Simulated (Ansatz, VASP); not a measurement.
**One calculation of BN, two programs**

The input INCAR:

```
PREC     = Accurate       # precision mode
ENCUT    = 520            # plane-wave cutoff, eV
EDIFF    = 1E-6           # SCF threshold, eV
ISMEAR   = 0              # smearing method
SIGMA    = 0.05           # smearing width, eV
LREAL    = F              # projectors in reciprocal space
LASPH    = T              # aspherical terms in the spheres
NELM     = 80             # most SCF steps
ALGO     = Normal         # electronic algorithm
ISIF     = 2              # what is computed and relaxed
LWAVE    = F              # write WAVECAR
LCHARG   = F              # write CHGCAR
GGA      = PS             # functional
NBANDS   = 16             # bands
```

Contents of KPOINTS:

```
regular mesh
0
Gamma
  12 12 4
```

The input POSCAR:

```
BN
1.0
    2.4260361196      0.0000000000      0.0000000000
   -1.2130180598      2.1010089101      0.0000000000
    0.0000000000      0.0000000000      7.4795640505
B N
2 2
Direct
    0.3333333333      0.6666666667      0.2500000000
    0.6666666667      0.3333333333      0.7500000000
    0.3333333333      0.6666666667      0.7500000000
    0.6666666667      0.3333333333      0.2500000000
```

Input for Ansatz:

```yaml
crystal:
  lattice:
    - [2.4260361196, 0.0, 0.0]
    - [-1.2130180598, 2.1010089101, 0.0]
    - [0.0, 0.0, 7.4795640505]
  atoms:
    - { symbol: B, position: [0.3333333333, 0.6666666667, 0.25] }
    - { symbol: B, position: [0.6666666667, 0.3333333333, 0.75] }
    - { symbol: "N", position: [0.3333333333, 0.6666666667, 0.75] }
    - { symbol: "N", position: [0.6666666667, 0.3333333333, 0.25] }
basis:
  ecutwfc: 420
kpoints:
  mp_grid: { grid: [12, 12, 4] }
hamiltonian:
  xc: pbesol
scf:
  occupations: { method: gaussian, width: 0.05 }
output:
  forces: true
  stress: true
  eigenvalues: true
```

Alike in both runs: task single point; functional PBEsol; k mesh 12 × 12 × 4; occupations gaussian, width 0.05 eV; no spin polarisation.

|  | VASP | Ansatz |
| --- | --- | --- |
| version | VASP 6.6.1 | Ansatz 0.2.0 |
| potentials or method | VASP PAW PBE potentials, release 64 (B, N) | scalar-relativistic, plane waves, PAW |
| plane-wave cutoff (eV) | 520 | 420 |
| valence electrons in the cell | 16 | 16 |

```tsv
	VASP	Ansatz	Ansatz less VASP
gap on the k mesh at the Fermi level (eV)	4.46	4.47	+0.007
least direct gap on the mesh (eV)	4.85	4.85	+0.008
pressure (GPa)	23.5	23.2	-0.30
largest component of the traceless stress (GPa)	23.95	23.49	-0.458
```

Caveats: so large a pressure means that the cell lies far from this level's equilibrium, or that cutoff or potentials fall short (VASP); the potentials were made for another functional, which shifts forces and pressure (VASP); this functional lacks dispersion, which binds the layers, so the pressure and a relaxed spacing across them are unreliable. A k mesh can miss the band edges.
